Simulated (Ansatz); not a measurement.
Free-standing chains of the atoms of ZnSe, named by their start (strip: triangular double chain, ladder: square double chain); atoms and period are relaxed, and energies count from relaxed bulk ZnSe (F-43m, 23.54 Å³/atom, gap on the mesh 1.15 eV).

Theory: Ansatz 0.2.0, DFT PBE, scalar-relativistic, plane waves, PAW.

Cutoff 420 eV, Gaussian smearing of 0.05 eV, energies at zero smearing, symmetry of each start kept, collinear spin where a moment is listed.

```tsv
start	atoms	k mesh	excess energy (eV per host atom)	period (Å)	gap on the mesh (eV)	highest filled level or Fermi level under vacuum (eV)
linear chain	2	1×1×15	0.972	4.407	0.81	5.84
dimerised chain	2	1×1×15	0.972	4.409	0.80	5.84
zigzag chain	2	1×1×16	0.727	4.158	2.08	-
ladder chain	4	1×1×15	0.439	4.164	2.32	-
strip chain	2	1×1×27	1.097	2.499	0	-
```

Zero in every row: size of the moment (μB per cell).

An odd mesh misses points on the zone edge, so a gap read on it can be too wide.

Each run keeps its start's symmetry and one magnetic start, so lower states can exist. Rows stand on unlike meshes and boxes, so starts that end alike can differ by a few hundredths of an eV per atom.

Cost: 5 runs of about 17 core-minutes in all, on Arm Neoverse V1 (shared hosts).